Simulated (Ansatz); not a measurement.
Input of an Ansatz 0.2.0 run:

File input.yaml:

```yaml
crystal:
  lattice:
    - [2.95, 0.0, 0.0]
    - [-1.475, 2.5547749412, 0.0]
    - [0.0, 0.0, 4.68]
  atoms:
    - { symbol: Ti, position: [0.6666666667, 0.3333333333, 0.75] }
    - { symbol: Ti, position: [0.3333333333, 0.6666666667, 0.25] }
hamiltonian:
  xc: pbe
  pseudopotentials: { kind: paw }
kpoints:
  mp_grid: { grid: [10, 10, 6] }
  band_path:
    path:
      - [[0.0, 0.0, 0.0], [0.5, 0.0, 0.0], [0.3333333333, 0.3333333333, 0.0], [0.0, 0.0, 0.0], [0.0, 0.0, 0.5], [0.5, 0.0, 0.5], [0.3333333333, 0.3333333333, 0.5], [0.0, 0.0, 0.5]]
      - [[0.5, 0.0, 0.5], [0.5, 0.0, 0.0]]
      - [[0.3333333333, 0.3333333333, 0.0], [0.3333333333, 0.3333333333, 0.5]]
    npoints: 14
scf:
  occupations: { method: fermi_dirac, width: 0.05 }
  n_extra_bands: 6
output:
  forces: true
  stress: true
  eigenvalues: true
  fatbands: false
```

Potentials or basis: Ansatz PAW.

Command:

```sh
$ ansatz run input.yaml --threads 2 --pin off --max-ram 5632MiB --backend cpu --events-out ev --progress --plain --runs-dir out
```

Predict the band gap on the k mesh.

none (metal or under the smearing width).

Predict the pressure.

-1.5 GPa.

Stress tensor (GPa, compression positive):
```
-1.33  0.00  0.00
 0.00 -1.33  0.00
 0.00  0.00 -1.72
```
